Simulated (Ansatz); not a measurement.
Calculated ¹¹⁹Sn Mössbauer parameters for SnS under strain

Cell: a COD entry, relaxed with PBE at fixed cell and then changed (z stretched by 1 %, ions relaxed).

```
Sn S
1.0
    11.32000    0.00000    0.00000
     0.00000    4.05000    0.00000
     0.00000    0.00000    4.28442
Sn S
4 4
Direct
  0.12124 0.25000 0.11009
  0.37876 0.75000 0.61009
  0.62124 0.25000 0.38991
  0.87876 0.75000 0.88991
  0.85200 0.25000 0.47863
  0.64800 0.75000 0.97863
  0.35200 0.25000 0.02137
  0.14800 0.75000 0.52137
```

Atoms are numbered from 1 in the order listed; like atoms form one site, named after its first atom.

Method: Kohn–Sham DFT in Ansatz, PBE, plane waves and PAW, scalar-relativistic, 420 eV cutoff, Γ-centred 4×11×10 k-points, Fermi–Dirac smearing 0.02 eV.

Isomer shifts (against SnO₂) follow from the electron density at the nucleus, δ = α(ρ − ρ₀), with α = 0.099 mm s⁻¹ a₀³ and ρ₀ = 183191.44 a₀⁻³ from a line fitted to 8 measured compounds at this level of theory (rms miss 0.12 mm/s). ΔE_Q = ½eQV_zz(1 + η²/3)^½ with Q = -0.132 b for the 23.9 keV state.

Question: What would the ¹¹⁹Sn spectrum's parameters be?

Answer: 

```csv
site,atoms,first shell,ρ − ρ₀ (a₀⁻³),δ (mm/s),ΔE_Q (mm/s),η
Sn,"1, 2, 3, 4",3 S at 2.64–2.70 Å; also 2 S at 3.25 Å,33.9,3.35,0.96,0.26
```

The shift of Sn is typical of Sn(II), and the large splitting points to a stereochemically active lone pair.

Without spin–orbit coupling (the program notes it for Sn) the gradients can shift somewhat, as the gap is small. Shifts outside the range of the fitted compounds (-0.5 to 3.2 mm/s for Sn) are extrapolations.
